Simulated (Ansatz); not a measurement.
## What a change of settings does to a run on CsI

The cell is COD entry 9008790, as deposited and not checked against the literature; nothing was relaxed.

First run: DFT, PBE, all-electron PAW with datasets made for the crystal, scalar-relativistic (Ansatz 0.2.0).

Command: `ansatz run input.yaml --threads 1 --pin off --max-ram 2048MiB --backend cpu --events-out ev --progress --plain --runs-dir out` The run took 8 s on 1 thread of Intel(R) Xeon(R) 6975P-C (Granite Rapids), on a shared host, peak memory 0.5 GiB.

```yaml
crystal:
  lattice:
    - [4.5667, 0.0, 0.0]
    - [0.0, 4.5667, 0.0]
    - [0.0, 0.0, 4.5667]
  atoms:
    - { symbol: Cs, position: [0.0, 0.0, 0.0] }
    - { symbol: I, position: [0.5, 0.5, 0.5] }
kpoints:
  mp_grid: { grid: [7, 7, 7] }
  band_path:
    path:
      - [0.0, 0.0, 0.0]
      - [0.0, 0.5, 0.0]
      - [0.5, 0.5, 0.0]
      - [0.0, 0.0, 0.0]
      - [0.5, 0.5, 0.5]
      - [0.0, 0.5, 0.0]
      - [0.5, 0.5, 0.5]
      - [0.5, 0.5, 0.0]
    npoints: 8
scf:
  occupations: { method: fermi_dirac, width: 0.01 }
hamiltonian:
  xc: pbe
  pseudopotentials: { kind: all_electron, datasets: crystal }
output:
  forces: true
  stress: true
  eigenvalues: true
  efg: { contact_densities: true }
```

Result: converged; pressure 0.75 GPa; gap on the k mesh 3.91 eV (the mesh can miss the band edges); 7 SCF iterations.

Spin–orbit coupling is left out, though it moves levels of the heavy atoms by tenths of an eV or more.

The input is then changed:

```diff
@@ -21,8 +21,9 @@
     npoints: 8
 scf:
-  occupations: { method: fermi_dirac, width: 0.01 }
+  occupations: { method: tetrahedron }
 hamiltonian:
   xc: pbe
   pseudopotentials: { kind: all_electron, datasets: crystal }
+  dispersion: d3bj
 output:
   forces: true
```

Predict the outcome of the changed run.

It converged; pressure -0.04 GPa; gap on the k mesh 3.91 eV (the mesh can miss the band edges); 8 SCF iterations.

The results part of its log:

```
SCF 1 converged in 8 iterations: F = -405530.982849 eV  dr2 = 1.83e-8
  Residual-converged pass: ⟨swp⟩=4.5  Hψ=810  notcnv=0  max |occ|·‖R‖ = 5.1e-6 eV (tolerance 5.3e-6 eV)  dr2=1.77e-8  dr2_onsite=8.02e-9  max |Δocc| = 0.0e0
  greatest PAW one-centre occupation: 0.919 electrons in one spin orbital (limit 2), on the Cs atom at site 0 (counted from 0), in its partial waves of l = 0
NSCF: frozen V_eff on 57 k-points
SCF converged after 8 iterations
Stability not checked: this state was not tested for a lower state beside it, because cold or Methfessel-Paxton smearing, or corrected tetrahedra, fill the levels in a way that the test cannot read (fill_not_monotonic; see scf.lower_state_search)
Free energy (F): -405530.982849 eV
Harris-Foulkes:  -405530.982849 eV  (|F-HF|=1.78e-8)
Internal energy: -405530.982849 eV  (E = F + TS)
E sigma→0 (E₀):  -405530.982849 eV
Past the cutoff: the bands carry plane waves up to 1.75 times it, of which those up to 1.5 times it add -0.000144 eV an atom, each by itself; the spheres take 0.000057 eV an atom off the energy for waves past 1.75 times it
By the cutoff:   a pressure is off by up to 0.004 GPa (1.2 times the spheres' own share and the shells' term, over an atom's volume, and 0.004 GPa: a bound that held against runs at twice the plane waves)
Past the cutoffs: a stress includes 0.0004 GPa for waves and charges beyond them, in addition to the slope of what the spheres take
In the spheres:  the bands' charges fall short by 4.4e-6 e at most (sound up to 1e-3), those of shells solved beside the bands by 1.8e-7 e (sound up to 5e-4)
Fermi energy:    5.950019 eV
--- Per-component energies (eV) ---
  The terms above E_closure are by the made datasets' own strengths, without shells solved beside the bands.
--- Forces (eV/Å), atoms counted from 1 ---
  atom   1  Cs    -0.00000000    -0.00000000    -0.00000000
  atom   2  I      0.00000000    -0.00000000    -0.00000000
  max |Σ_I F_I| component: 1.80e-29 eV/Å
--- Stress (GPa, compression-positive) ---
       -0.044830       0.000000       0.000000
        0.000000      -0.044830       0.000000
        0.000000       0.000000      -0.044830
  P = ⅓ Tr σ = -0.0448 GPa (-0.448 kbar)
  It holds what live shells' own plane waves past their cutoff add
--- PAW observables at the nuclei: V_zz in 10²¹ V/m², potentials from the cell's mean, atoms counted from 1 ---
  atom   1  Cs V_zz =    -0.000000   η = 0.0000   by run symmetry: forbidden
            electrostatic potential = -9373.412443 V   contact ρ = 1900308.805929 e/Å³
  atom   2  I  V_zz =    -0.000000   η = 0.0000   by run symmetry: forbidden
            electrostatic potential = -8887.297233 V   contact ρ = 1603726.488898 e/Å³
--- Band table (eV; the first three rows and the last of 20) ---
  k-point 0: bands = ["-14.3945", "-4.6797", "-1.0982", "-1.0982", "-1.0982", "5.8889", "5.8889", "5.8889", "9.8635", "10.1704"]
  k-point 1: bands = ["-14.3898", "-4.6813", "-1.1287", "-1.0864", "-1.0864", "5.5258", "5.8615", "5.8615", "10.2916", "10.3016"]
  k-point 2: bands = ["-14.3794", "-4.6866", "-1.1887", "-1.0595", "-1.0595", "4.8905", "5.7983", "5.7983", "10.6373", "11.2434"]
  k-point 19: bands = ["-14.3296", "-4.4227", "-1.3492", "-1.3405", "-1.3405", "4.7384", "4.7384", "4.8147", "12.4411", "12.8870"]
```
